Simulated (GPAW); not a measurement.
# N K ELNES/XANES of BN (Qingsongite, F-43m) from DFT, part 2 of 3

Aim: the dependence of the N K near-edge features of BN (Qingsongite, F-43m) on volume.

GPAW 26.7.0; X-ray absorption from dipole matrix elements to empty bands, plane-wave PAW LDA.

So far. Step 2 (The field without a hole): The mesh shows a gap of 4.29 eV, so the hole is first treated in a charged cell, without the excited electron.

### Step 4. Spectrum with FCH, N atom 1

The holes are 5.1 Å apart. In GPAW the data set carries the hole's charge, so charge=0 means a charged cell and charge=-1 a neutral one. The excited electron is left out and a uniform background balances the charge. After the field has converged, empty bands are computed with the density fixed and the dipole matrix elements are summed.

The absorber has 4 B at 1.57 Å (tetrahedral, site symmetry -43m).

The input, xas.py:

```python
import numpy as np
from ase import Atoms
from ase.parallel import parprint, paropen
from gpaw import GPAW, PW, FermiDirac, Mixer, MixerDif, setup_paths
from gpaw.test import gen
setup_paths.insert(0, '.')
gen('N', name='fch1s', xcname='LDA', corehole=(1, 0, 1), write_xml=True)
from gpaw.mpi import world
world.barrier()

atoms = Atoms('N8B8',
    cell=[[0, 3.615, 3.615],
     [3.615, 0, 3.615],
     [3.615, 3.615, 0]],
    scaled_positions=[[0.375, 0.375, 0.375],
     [0.375, 0.375, 0.875],
     [0.375, 0.875, 0.375],
     [0.875, 0.375, 0.375],
     [0.375, 0.875, 0.875],
     [0.875, 0.375, 0.875],
     [0.875, 0.875, 0.375],
     [0.875, 0.875, 0.875],
     [0, 0, 0],
     [0, 0, 0.5],
     [0, 0.5, 0],
     [0.5, 0, 0],
     [0, 0.5, 0.5],
     [0.5, 0, 0.5],
     [0.5, 0.5, 0],
     [0.5, 0.5, 0.5]],
    pbc=True)
atoms.calc = calc = GPAW(legacy_gpaw=True, mode=PW(500, force_complex_dtype=True), xc='LDA', setups={0: 'fch1s'},
    kpts={'size': (4, 4, 4), 'gamma': True}, occupations=FermiDirac(0.02),
    charge=0, mixer=Mixer(0.1, 5, 50), maxiter=150,
    convergence={'density': 0.0001, 'eigenstates': 1e-6}, txt='scf.txt')
energy = atoms.get_potential_energy() + calc.get_reference_energy()
ef = calc.get_fermi_level()
out = dict(energy=energy, fermi=ef, forces=atoms.get_forces().tolist())
parprint(f'all-electron energy {energy:.4f} eV, Fermi level {ef:.4f} eV')
ev = np.array([[calc.get_eigenvalues(k, s) for k in range(len(calc.get_ibz_k_points()))] for s in range(calc.get_number_of_spins())])
out['homo'], out['lumo'], out['counts'] = ev[ev < ef].max(), ev[ev > ef].min(), sorted(set((ev < ef).sum((0, 2)).tolist()))
out['filled'] = (ev[:, 0] < ef).sum(1).tolist()

from ase.units import Ha
from gpaw.xas import dipole_matrix_elements
nb = int(calc.get_number_of_electrons() / 2) + 59
top, nb = nb, nb + 8 + nb // 12
nscf = calc.fixed_density(kpts={'size': (6, 6, 6), 'gamma': True}, nbands=nb,
    convergence={'bands': top, 'eigenstates': 5e-3}, maxiter=60, txt='nscf.txt')
cell = atoms.cell.array
ops = [cell.T @ U.T @ np.linalg.inv(cell.T) for U in nscf.wfs.kd.symmetry.op_scc]
filled = [32]  # bands filled in the ground state, by spin
E = np.arange(-6, 34, 0.1)
fwhm = np.interp(E, [4, 25], [0.9, 3.5])
Y, X, zero, highest = 0, 0, 1e9, 1e9
for spin in range(nscf.get_number_of_spins()):
    wfs = nscf.wfs
    mine = wfs.bd.get_slice()  # this rank's bands
    A = dipole_matrix_elements(wfs.setups[0])
    eps = np.zeros((wfs.kd.nibzkpts, nb))
    d = np.zeros((3, A.shape[1], wfs.kd.nibzkpts, nb), complex)
    for kpt in wfs.kpt_u:
        if kpt.s == spin and 0 in kpt.P_ani:
            eps[kpt.k, mine] = kpt.eps_n * Ha
            d[:, :, kpt.k, mine] = (kpt.weight * wfs.nspins / 2) ** 0.5 * np.inner(A, kpt.P_ani[0])
    world.sum(eps)
    world.sum(d)
    T = np.einsum('amkn,bmkn->abkn', d, d.conj()).real
    T = sum(np.einsum('ai,ijkn,bj->abkn', R, T, R) for R in ops) / len(ops)
    empty = np.ones_like(eps, bool) & (np.arange(nb) >= filled[spin])
    zero, highest = min(zero, eps[empty].min()), min(highest, eps[:, top - 1].min())
    lines = [(eps, T, empty)] if spin == 0 else lines + [(eps, T, empty)]
for eps, T, empty in lines:
    f = np.einsum('aakn->akn', T).reshape(3, -1)
    x = eps.ravel() - zero
    w = np.interp(x, E, fwhm) / 2.35482
    g = np.exp(-0.5 * ((E[:, None] - x) / w) ** 2) / (w * (2 * np.pi) ** 0.5)
    Y = Y + (f * empty.ravel()) @ g.T
    X = X + (f * ~empty.ravel()) @ g.T
out.update(E=E.round(2).tolist(), xas=Y.tolist(), xes=X.tolist(), zero=zero, valid=highest - zero, nk=len(eps), nb=nb)
for i in range(0, len(E), 10):
    parprint(f'{E[i]:7.2f}', *(f'{v:10.3e}' for v in Y[:, i]))
import json
with paropen('out.json', 'w') as f:
    json.dump(out, f)
```

The run is started by

```bash
OMP_NUM_THREADS=1 mpirun -n 4 gpaw python xas.py
```

Numbers of over 12 decimals in the logs are rounded to 6 here.

What it wrote:

```text
Input parameters:
  convergence: {density: 0.0001,
                eigenstates: 1e-06}
  kpts: {gamma: True,
         size: (4, 4, 4)}
  maxiter: 150
  mixer: {backend: pulay,
          beta: 0.1,
          method: separate,
          nmaxold: 5,
          weight: 50}
  mode: {ecut: 500.0,
         force_complex_dtype: True,
         name: pw}
  occupations: {fixmagmom: False,
                name: fermi-dirac,
                width: 0.02}
  setups: {0: fch1s}

Initialize ...

[... PAW data sets ...]

Reference energy: -16651.169573  # eV

Spin-paired calculation

[... convergence settings ...]
Symmetries present (total): 6
  [... symmetry matrices ...]

64 k-points: 4 x 4 x 4 Monkhorst-Pack grid + [1/8,1/8,1/8]
13 k-points in the irreducible part of the Brillouin zone
       k-points in crystal coordinates                weights
   0:     0.00000000    0.00000000    0.00000000          1/64
   1:     0.25000000    0.00000000   -0.25000000          6/64
   2:     0.25000000    0.00000000    0.00000000          6/64
   3:     0.25000000    0.25000000   -0.25000000          6/64
   4:     0.25000000    0.25000000    0.00000000          6/64
   5:     0.25000000    0.25000000    0.25000000          2/64
   6:     0.50000000    0.00000000    0.00000000          3/64
   7:     0.50000000    0.25000000   -0.25000000          6/64
   8:     0.50000000    0.25000000    0.00000000         12/64
   9:     0.50000000    0.25000000    0.25000000          6/64
          ...
  12:     0.50000000    0.50000000    0.50000000          1/64

Wave functions: Plane wave expansion
  Cutoff energy: 500.000 eV
  Number of coefficients (min, max): 2392, 2421
  Pulay-stress correction: 0.000000 eV/Ang^3 (de/decut=0.000000)
  Using FFTW library
  Wavefunction extrapolation:
    Improved wavefunction reuse through dual PAW basis

Occupation numbers: Fermi-Dirac:
  width: 0.0200  # eV

Eigensolver
   Davidson(niter=2)

Densities:
  Coarse grid: 27*27*27 grid
  Fine grid: 54*54*54 grid
  Total Charge: 1.000000

Density mixing:
  Method: separate
  Backend: pulay
  Linear mixing parameter: 0.1
  old densities: 5
  Width of damping distribution: 1.1
  Damping of long wavelength oscillations: 50

[... Hamiltonian set-up ...]
Number of atoms: 16
Number of atomic orbitals: 64
Number of bands in calculation: 43
Number of valence electrons: 64
Bands to converge: occupied

... initialized

Initializing position-dependent things.

Density initialized from atomic densities
Creating initial wave functions:
  43 bands from LCAO basis set

                          N
                     N
                      N
                N        N
                    N
                  B  N
            B  N
             B
        B        B
           B
            B
       B

Atomic positions and initial magnetic moments

Positions:
   0 N      2.711250    2.711250    2.711250    ( 0.0000,  0.0000,  0.0000)
   1 N      4.518750    4.518750    2.711250    ( 0.0000,  0.0000,  0.0000)
   2 N      4.518750    2.711250    4.518750    ( 0.0000,  0.0000,  0.0000)
   3 N      2.711250    4.518750    4.518750    ( 0.0000,  0.0000,  0.0000)
   4 N      6.326250    4.518750    4.518750    ( 0.0000,  0.0000,  0.0000)
   5 N      4.518750    6.326250    4.518750    ( 0.0000,  0.0000,  0.0000)
   6 N      4.518750    4.518750    6.326250    ( 0.0000,  0.0000,  0.0000)
[...]
13 B      1.807500    3.615000    1.807500    ( 0.0000,  0.0000,  0.0000)
  14 B      1.807500    1.807500    3.615000    ( 0.0000,  0.0000,  0.0000)
  15 B      3.615000    3.615000    3.615000    ( 0.0000,  0.0000,  0.0000)

Unit cell:
           periodic     x           y           z      points  spacing
  1. axis:    yes    0.000000    3.615000    3.615000    27     0.1546
  2. axis:    yes    3.615000    0.000000    3.615000    27     0.1546
  3. axis:    yes    3.615000    3.615000    0.000000    27     0.1546

  Lengths:   5.112382   5.112382   5.112382
  Angles:   60.000000  60.000000  60.000000

Effective grid spacing dv^(1/3) = 0.1687

iter:   1  -184.959883
iter:   2  -181.738337   -1.29  -0.78
iter:   3  -176.969623   -0.71  -0.85
iter:   4  -176.631334   -2.03  -1.19
iter:   5  -176.519277   -2.40  -1.42
iter:   6  -176.511915   -2.43  -1.82
iter:   7  -176.494716c  -2.34  -2.02
iter:   8  -176.486723c  -4.49  -2.20
iter:   9  -176.491974c  -3.97  -2.27
iter:  10  -176.480573c  -3.65  -2.22
iter:  11  -176.476289c  -3.36  -2.47
iter:  12  -176.476247c  -4.82  -3.31
iter:  13  -176.476230c  -5.95  -3.65
iter:  14  -176.476223c  -6.35c -3.81
iter:  15  -176.476221c  -7.20c -3.96
iter:  16  -176.476221c  -7.46c -4.06c

Converged after 16 iterations.

Dipole moment: (13.496480, 13.496480, 13.496480) |e|*Ang

Energy contributions relative to reference atoms: (reference = -16651.169573)

Kinetic:        +78.134978
Potential:      -97.047589
External:        +0.000000
XC:            -156.948398
Entropy (-ST):   -0.000000
Local:           -0.615212
SIC:             +0.000000
--------------------------
Free energy:   -176.476221
Extrapolated:  -176.476221

Showing only first 2 kpts
 Kpt  Band  Eigenvalues  Occupancy
  0    30      9.86974    2.00000
  0    31      9.86981    2.00000
  0    32     13.72875    0.00000
  0    33     14.21363    0.00000

  1    30      8.05143    2.00000
  1    31      9.38443    2.00000
  1    32     16.06993    0.00000
[...]
Fermi level: 10.75070

Gap: 3.859 eV
Transition (v -> c):
  (s=0, k=0, n=31, [0.00, 0.00, 0.00]) -> (s=0, k=0, n=32, [0.00, 0.00, 0.00])
No difference between direct/indirect transitions

Forces in eV/Ang:
  0 N    -0.00035   -0.00035   -0.00035
  1 N    -0.00003   -0.00003   -0.24902
  2 N    -0.00003   -0.24902   -0.00003
  3 N    -0.24902   -0.00003   -0.00003
  4 N     0.24887   -0.00020   -0.00020
  5 N    -0.00020    0.24887   -0.00020
  6 N    -0.00020   -0.00020    0.24887
[...]
13 B    -1.66191    1.66198   -1.66191
 14 B    -1.66191   -1.66191    1.66198
 15 B     1.66203    1.66203    1.66203
Scalar-relativistic atomic LDA calculation for N (Nitrogen, Z=7)
Core hole in 1s state (1s occupation: 1.0)
300 radial gridpoints.
|------------------------------------------------|
|------------------------------------------------|
[... the atom generator's iteration count ...]

Energy contributions:
-------------------------
Kinetic:      +38.530757
XC:            -4.452581
Potential:    -72.816894
-------------------------
Total:        -38.738717

state      eigenvalue         ekin         rmax
-----------------------------------------------
1s^1.0 :   -16.643762    23.347388        0.145
2s^2.0 :    -1.332146     3.154276        0.915
2p^3.0 :    -0.925852     2.958273        0.782
-----------------------------------------------
(units: Bohr and Hartree)

Generating PAW setup
Kinetic energy of the core from tauc = 23.362075
Cutoffs:
rc(s)=1.140
rc(p)=1.000
rc(d)=1.090
rc(vbar)=1.120
rc(comp)=1.090
rc(nct)=1.140

Kinetic energy of the core states: 23.347388
Charge: 1.0
Core electrons: 1.0
Valence electrons: 5.0
Pseudo-core charge: 0.003881
Shape function alpha=8.417
Pseudo-electron charge 4.904142
state    eigenvalue         norm
--------------------------------
2s(2) :    -1.332146     1.098259
*s    :    -0.332146
2p(3) :    -0.925852     0.901248
*p    :     0.074148
*d    :     0.000000
--------------------------------

Diagonalizing with gridspacing h=0.050

state   all-electron     PAW
-------------------------------
2s:      -1.332146    -1.333594
2p:      -0.925852    -0.929974
*d:                   -0.063788
*f:                   -0.013854
-------------------------------
all-electron energy -16827.6458 eV, Fermi level 10.7507 eV
[...]
31.00  3.196e-05  3.196e-05  3.196e-05
  32.00  3.697e-05  3.697e-05  3.697e-05
  33.00  4.978e-05  4.978e-05  4.978e-05
```

Elapsed: 46 s, on 4 MPI ranks of Arm Neoverse V2, shared host; peak memory 0.31 GiB.

The N K spectrum, N atom 1, full core hole (charged cell) (energy from the lowest empty level; intensity scaled to a mean of 1 over the first 20 eV):

| E (eV) | intensity |
| --- | --- |
| -2.00 | 0.00 |
| -1.25 | 0.00 |
| -0.50 | 0.00 |
| 0.25 | 0.01 |
| 1.00 | 0.07 |
| 1.75 | 0.19 |
| 2.50 | 0.50 |
| 3.25 | 1.05 |
| 4.00 | 1.98 |
| 4.75 | 2.43 |
| 5.50 | 2.49 |
| 6.25 | 2.13 |
| 7.00 | 2.27 |
| 7.75 | 1.84 |
| 8.50 | 1.54 |
| 9.25 | 1.50 |
| 10.00 | 1.69 |
| 10.75 | 1.37 |
| 11.50 | 0.72 |
| 12.25 | 0.47 |
| 13.00 | 0.53 |
| 13.75 | 0.72 |
| 14.50 | 0.88 |
| 15.25 | 0.82 |
| 16.00 | 0.56 |
| 16.75 | 0.30 |
| 17.50 | 0.15 |
| 18.25 | 0.10 |
| 19.00 | 0.11 |
| 19.75 | 0.18 |
| 20.50 | 0.29 |
| 21.25 | 0.40 |
| 22.00 | 0.45 |

Main maxima below 21 eV (height): 5.2 eV (2.61), 6.9 eV (2.29), 10.1 eV (1.69) and 14.7 eV (0.89). A K edge sees empty p states; a tetrahedral site has σ* states alone, so there is no π* peak.

The hole costs E(hole) − E(ground) = 390.91 eV, and the lowest empty level of the hole cell on the spectrum's mesh lies at 13.73 eV, which puts the zero at 404.64 eV. One term is added: -7.76 eV, since the hole is spin-paired here and a spin-polarised one costs that much less in the free atom (computed apart). The photon energy is then 396.88 eV. The functional and the charged cell's background leave an error in such absolute values: in the free atom LDA prices this hole 3.5 eV below PBE (computed apart), and PBE is itself good to a few eV.

### Step 5. Supercell without a hole, the energy reference

The cell changes for the next run, so it gets a reference energy of its own.

The cell differs from the one that the last finished run ended in (a 5.112 → 5.008 Å, b 5.112 → 5.008 Å, c 5.112 → 5.008 Å).

The input, scf.py:

```python
import numpy as np
from ase import Atoms
from ase.parallel import parprint, paropen
from gpaw import GPAW, PW, FermiDirac, Mixer, MixerDif, setup_paths
from gpaw.test import gen
setup_paths.insert(0, '.')
gen('N', name='nch1s', xcname='LDA', corehole=(1, 0, 0), write_xml=True)
from gpaw.mpi import world
world.barrier()

atoms = Atoms('N8B8',
    cell=[[0, 3.54120378, 3.54120378],
     [3.54120378, 0, 3.54120378],
     [3.54120378, 3.54120378, 0]],
    scaled_positions=[[0.375, 0.375, 0.375],
     [0.375, 0.375, 0.875],
     [0.375, 0.875, 0.375],
     [0.875, 0.375, 0.375],
     [0.375, 0.875, 0.875],
     [0.875, 0.375, 0.875],
     [0.875, 0.875, 0.375],
     [0.875, 0.875, 0.875],
     [0, 0, 0],
     [0, 0, 0.5],
     [0, 0.5, 0],
     [0.5, 0, 0],
     [0, 0.5, 0.5],
     [0.5, 0, 0.5],
     [0.5, 0.5, 0],
     [0.5, 0.5, 0.5]],
    pbc=True)
atoms.calc = calc = GPAW(legacy_gpaw=True, mode=PW(500, force_complex_dtype=True), xc='LDA', setups={0: 'nch1s'},
    kpts={'size': (4, 4, 4), 'gamma': True}, occupations=FermiDirac(0.02),
    charge=0, mixer=Mixer(0.1, 5, 50), maxiter=150,
    convergence={'density': 0.0001, 'eigenstates': 1e-6}, txt='scf.txt')
energy = atoms.get_potential_energy() + calc.get_reference_energy()
ef = calc.get_fermi_level()
out = dict(energy=energy, fermi=ef, forces=atoms.get_forces().tolist())
parprint(f'all-electron energy {energy:.4f} eV, Fermi level {ef:.4f} eV')
ev = np.array([[calc.get_eigenvalues(k, s) for k in range(len(calc.get_ibz_k_points()))] for s in range(calc.get_number_of_spins())])
out['homo'], out['lumo'], out['counts'] = ev[ev < ef].max(), ev[ev > ef].min(), sorted(set((ev < ef).sum((0, 2)).tolist()))
out['filled'] = (ev[:, 0] < ef).sum(1).tolist()
import json
with paropen('out.json', 'w') as f:
    json.dump(out, f)
```

The run is started by

```bash
OMP_NUM_THREADS=1 mpirun -n 4 gpaw python scf.py
```

What it wrote:

```text
Input parameters:
  convergence: {density: 0.0001,
                eigenstates: 1e-06}
  kpts: {gamma: True,
         size: (4, 4, 4)}
  maxiter: 150
  mixer: {backend: pulay,
          beta: 0.1,
          method: separate,
          nmaxold: 5,
          weight: 50}
  mode: {ecut: 500.0,
         force_complex_dtype: True,
         name: pw}
  occupations: {fixmagmom: False,
                name: fermi-dirac,
[...]
2s(2) :    -0.676924     1.071713
*s    :     0.323076
2p(3) :    -0.265967     0.952074
*p    :     0.734033
*d    :     0.000000
--------------------------------

Diagonalizing with gridspacing h=0.050

state   all-electron     PAW
-------------------------------
2s:      -0.676924    -0.677975
2p:      -0.265967    -0.268121
*d:                    0.048644
*f:                    0.076426
-------------------------------
all-electron energy -17218.4485 eV, Fermi level 11.8992 eV
[key lines of the parts left out:]
Converged after 12 iterations.
Dipole moment: (13.996107, 13.996107, 13.996107) |e|*Ang
Free energy:   -150.538699
Fermi level: 11.89916
```

Wall time 13 s (4 MPI ranks); peak memory 0.25 GiB.

Reference energy: -17218.448 eV with the cores included.

### Step 6. Spectrum with FCH, N atom 1

Shorter bonds are expected to push antibonding states and scattering resonances up, and longer ones down; the cell is scaled to test that.

Changed against the first core-hole run: volume scale from 1 to 0.94.

Changes to xas.py since step 4:

```diff
@@ -11,5 +11,5 @@
 atoms = Atoms('N8B8',
-    cell=[[0, 3.615, 3.615],
-     [3.615, 0, 3.615],
-     [3.615, 3.615, 0]],
+    cell=[[0, 3.54120378, 3.54120378],
+     [3.54120378, 0, 3.54120378],
+     [3.54120378, 3.54120378, 0]],
     scaled_positions=[[0.375, 0.375, 0.375],
@@ -45,3 +45,3 @@
 from gpaw.xas import dipole_matrix_elements
-nb = int(calc.get_number_of_electrons() / 2) + 59
+nb = int(calc.get_number_of_electrons() / 2) + 56
 top, nb = nb, nb + 8 + nb // 12
```

The run is started by

```bash
OMP_NUM_THREADS=1 mpirun -n 4 gpaw python xas.py
```

What it wrote:

```text
Input parameters:
  convergence: {density: 0.0001,
                eigenstates: 1e-06}
  kpts: {gamma: True,
         size: (4, 4, 4)}
  maxiter: 150
  mixer: {backend: pulay,
          beta: 0.1,
          method: separate,
          nmaxold: 5,
          weight: 50}
  mode: {ecut: 500.0,
         force_complex_dtype: True,
         name: pw}
  occupations: {fixmagmom: False,
                name: fermi-dirac,
[...]
*p    :     0.074148
*d    :     0.000000
--------------------------------

Diagonalizing with gridspacing h=0.050

state   all-electron     PAW
-------------------------------
2s:      -1.332146    -1.333594
2p:      -0.925852    -0.929974
*d:                   -0.063788
*f:                   -0.013854
-------------------------------
all-electron energy -16828.5029 eV, Fermi level 11.7430 eV
[...]
32.00  2.895e-05  2.895e-05  2.895e-05
  33.00  3.002e-05  3.002e-05  3.002e-05
[key lines of the parts left out:]
Converged after 18 iterations.
Dipole moment: (13.699745, 13.699745, 13.699745) |e|*Ang
Free energy:   -177.333355
Fermi level: 11.74305
```

The job ended after 44 s (4 MPI ranks; peak memory 0.31 GiB).

```csv
E (eV),first run,this run
-2.0,0.00,0.00
-1.0,0.00,0.00
0.0,0.00,0.00
1.0,0.07,0.05
2.0,0.29,0.21
3.0,0.82,0.61
4.0,1.98,1.59
5.0,2.58,2.19
6.0,2.16,1.95
7.0,2.27,1.96
8.0,1.72,1.87
9.0,1.47,1.57
10.0,1.69,1.56
11.0,1.14,1.69
12.0,0.51,0.92
13.0,0.53,0.53
14.0,0.79,0.65
15.0,0.87,0.86
16.0,0.56,0.81
17.0,0.24,0.49
18.0,0.11,0.21
19.0,0.11,0.10
20.0,0.22,0.11
21.0,0.37,0.22
22.0,0.45,0.37
```

Against the first run the r.m.s. difference is 19 %. The highest intensity below 16 eV goes from 5.2 eV (2.61) to 5.3 eV (2.27).

The photon energy of the zero moves by +0.06 eV.

### Step 7. Reference energy of the supercell

The cell changes for the next run, so it gets a reference energy of its own.

The cell differs from the one that the last finished run ended in (a 5.008 → 5.061 Å, b 5.008 → 5.061 Å, c 5.008 → 5.061 Å).

Changes to scf.py since step 5:

```diff
@@ -11,5 +11,5 @@
 atoms = Atoms('N8B8',
-    cell=[[0, 3.54120378, 3.54120378],
-     [3.54120378, 0, 3.54120378],
-     [3.54120378, 3.54120378, 0]],
+    cell=[[0, 3.57848235, 3.57848235],
+     [3.57848235, 0, 3.57848235],
+     [3.57848235, 3.57848235, 0]],
     scaled_positions=[[0.375, 0.375, 0.375],
```

The run is started by

```bash
OMP_NUM_THREADS=1 mpirun -n 4 gpaw python scf.py
```

What it wrote:

```text
Input parameters:
  convergence: {density: 0.0001,
                eigenstates: 1e-06}
  kpts: {gamma: True,
         size: (4, 4, 4)}
  maxiter: 150
  mixer: {backend: pulay,
          beta: 0.1,
          method: separate,
          nmaxold: 5,
          weight: 50}
  mode: {ecut: 500.0,
         force_complex_dtype: True,
         name: pw}
  occupations: {fixmagmom: False,
                name: fermi-dirac,
[...]
2s(2) :    -0.676924     1.071713
*s    :     0.323076
2p(3) :    -0.265967     0.952074
*p    :     0.734033
*d    :     0.000000
--------------------------------

Diagonalizing with gridspacing h=0.050

state   all-electron     PAW
-------------------------------
2s:      -0.676924    -0.677975
2p:      -0.265967    -0.268121
*d:                    0.048644
*f:                    0.076426
-------------------------------
all-electron energy -17218.5933 eV, Fermi level 11.4345 eV
[key lines of the parts left out:]
Converged after 12 iterations.
Dipole moment: (13.898614, 13.898614, 13.898614) |e|*Ang
Free energy:   -150.683503
Fermi level: 11.43454
```

It took 13 s on 4 MPI ranks; peak memory 0.25 GiB.

Reference energy: -17218.593 eV with the cores included.

(Continued in part 3 of 3.)

[Banner, clock and machine lines of the logs are left out without a mark of their own.]

[Logs are printed without paths, hosts, clocks, repeated set-up lines and the standing remarks that a program may print on its own settings, such as how far it seeks lower states.]

[Hosts, paths, dates, database ids (printed as entryN), source tags and the programs' standing remarks are cut or masked in the printed files.]

[Lists of maxima count a maximum above −3 eV only where it reaches 4 % of the highest in the window and stands out from its surroundings by 2 % of it (1.5 % where it reaches 55 %); shoulders and weaker maxima are passed over, and of the rest the first, up to two pre-edge ones and the few strongest are named.]
